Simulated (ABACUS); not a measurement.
Runs of ABACUS 3.10.1 on Mo. It takes space group Im-3m (No. 229, cubic). Conventional cell: a = 3.168 Å, b = 3.168 Å, c = 3.168 Å, α = 90.00°, β = 90.00°, γ = 90.00°. Mo (site symmetry m-3m) is surrounded by 8 Mo at 2.74 Å. 

```tsv
task	level	potentials or basis	spin	cell	k mesh	cutoff (eV)	orbital files	path	points for each segment of the path	SCF threshold on the density	eigensolver	gap on the mesh (eV)	pressure (GPa)	relaxed volume (Å³/atom)
relaxation of cell and atoms	HCTH407	Ansatz NC PBE, plane waves	off	relaxed	10 × 10 × 10	1102	-	-	-	1e-08	dav	none	0.0	15.28
single point	PBE	SPMS ONCV 1.0 PBE, plane waves	off	as given	10 × 10 × 10	1102	-	-	-	1e-08	dav	none	-1.8	-
single point	PBE	PseudoDojo NC FR 0.4 PBE standard, DZP LCAO (the cutoffs set its grid)	SOC, no magnetisation	as given	8 × 8 × 8	1361	Mo Mo_confined-atom_7au_3s2p2d1f.orb	-	-	1e-07	genelpa	none	(a)	-
relaxation of cell and atoms	PBE	SPMS ONCV 1.0 PBE, plane waves	off	relaxed	10 × 10 × 10	1102	-	-	-	1e-08	dav	none	0.0	(b)
single point	MS2	SG15 ONCV 1.2 PBE, plane waves	off	as given	8 × 8 × 8	1279	-	-	-	1e-08	dav	none	128.4	-
single point	HCTH407	Ansatz NC PBE, plane waves	off	as given	10 × 10 × 10	1102	-	-	-	1e-08	dav	none	-9.8	-
```

Alike in all rows: smearing fermi-dirac 0.05 eV.

**Question.** Fill in the values left out.

**Answer.** (a) -0.3; (b) 15.78.

Caveats: the potentials were made for another functional, which shifts forces and pressure (some runs); the atomic orbitals were generated for these runs and aren't a published set (some runs); the basis of atomic orbitals isn't converged, which shifts pressures, moduli and gaps (some runs); a pressure of tens of GPa on the cell as given is suspect, and the run, the potentials or the cell itself is likely at fault (some runs).

A k mesh can miss the band edges, and rows without SOC leave out spin-orbit coupling on Mo.

A gap of «none» marks a metal or a gap under the smearing width.
